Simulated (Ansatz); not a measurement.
## Te: stiffness from a series of strains

```yaml
crystal:
  lattice:
    - [4.23410, -2.37120, 0.00000]
    - [4.23410, 2.37120, 0.00000]
    - [-0.13045, 0.00000, 3.95735]
  atoms:
    - { symbol: Te, position: [0.67600, 0.67600, 0.67500] }
    - { symbol: Te, position: [0.32400, 0.32400, 0.32500] }
    - { symbol: Te, position: [0.00000, 0.00000, 0.00000] }
```

Atom numbers follow the list: Te1, Te2, Te3.

The cell comes from COD entry 1533530, which wasn't checked; take it as a given geometry.

No spin–orbit coupling, which matters for the heavy atoms here.

Theory: Ansatz 0.2.0, DFT, PBE, all-electron LAPW, scalar-relativistic.

Numerical set-up: a Γ-centred 8×8×8 k mesh, Fermi–Dirac smearing of 0.05 eV, basis error target 1 meV/atom, no spin polarisation.

The strain is applied along the Cartesian axes of the cell as listed (the other components stay zero). Fractional coordinates are held (clamped ions).

σ is the change of stress from the unstrained cell, which is at 9.42 GPa; tension is positive, so slopes are stress–strain coefficients at that pressure. In a metal the k mesh adds noise.

Only quantities that a quadratic follows smoothly over the whole series are listed; rougher ones are left out.

```tsv
εzz	σzz (GPa)	σxx (GPa)
-0.0300	-2.53	-1.96
-0.0100	-0.73	-0.65
0.0000	0.00	0.00
0.0100	0.65	0.61
0.0200	1.27	1.17
0.0300	1.87	1.70
```

Task: Fit the series and read off the stiffness at zero strain.

Result: Least-squares fits y = p0 + p1 x + p2 x² to the rows give σzz (GPa): p1 = 72.6, p2 = -360; σxx (GPa): p1 = 61.2, p2 = -140. So C33 = 73 GPa and C13 = 61 GPa, for these axes.

Task: One run, at εzz = -0.0200, is withheld. Predict its row.

Result: The fits give -1.61, -1.28; the run gave -1.56, -1.30.
